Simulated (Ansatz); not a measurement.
**Ba₃TiO₅: what each run costs**

Cell: 18 atoms, space group I4/mcm, a = 7.918 Å, b = 7.918 Å, c = 7.918 Å, α = 124.67°, β = 124.67°, γ = 82.09°.

All runs are DFT with Ansatz 0.2.0 on 1 thread of Intel Xeon Platinum 8259CL CPU @ 2.50GHz (Skylake/Cascade Lake) (x86_64; 16 cores open to the job, memory cap 3.0 GiB, no GPU), a shared host.

(1) Rank the runs by wall time, shortest first.
A. single point, PBE, gradients read without the response of the cores, 300 eV, 4×4×4 k-points, smearing 0.02 eV
B. single point, r2SCAN, gradients read without the response of the cores, 500 eV, 4×4×4 k-points, smearing 0.02 eV
C. single point, PBE, gradients read without the response of the cores, 420 eV, 4×4×4 k-points, smearing 0.02 eV

Results:

(1) A (20 s, 0.64 GiB), C (34 s, 0.81 GiB), B (74 s, 1.8 GiB).
